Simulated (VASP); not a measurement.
The system is BaTe.

```xyz
2
Lattice="4.2448 0.0000 0.0000 0.0000 4.2448 0.0000 0.0000 0.0000 4.2448" Properties=species:S:1:pos:R:3 pbc="T T T"
Ba    0.0000    0.0000    0.0000
Te    2.1224    2.1224    2.1224
```

The cell was built by a generator and needn't be a form met in nature.

Base run:

- Program: VASP 6.6.1
- Functional: r2SCAN
- Potentials or basis: VASP PAW PBE potentials, release 64 (Ba_sv, Te)
- Cutoff: 520 eV
- k mesh: 4 × 4 × 4
- Occupations: gaussian, width 0.01 eV
- Spin: no spin polarisation

Its results: band gap on the k mesh 1.09 eV, indirect (least direct gap 1.37 eV); pressure 0.6 GPa.

Question: The run is repeated on the same cell with these changes: functional from r2SCAN to HSE06. What comes out?

Answer: Band gap on the k mesh 1.44 eV, indirect (least direct gap 1.65 eV); pressure 0.0 GPa.

HSE06 gives the wider gap, since exact exchange removes part of the self-interaction.

Caveats: the PAW data sets were made with another functional, which shifts forces and pressure a little; spin-orbit coupling is left out, which moves the levels of the heavy elements.

A k mesh can miss the band edges.
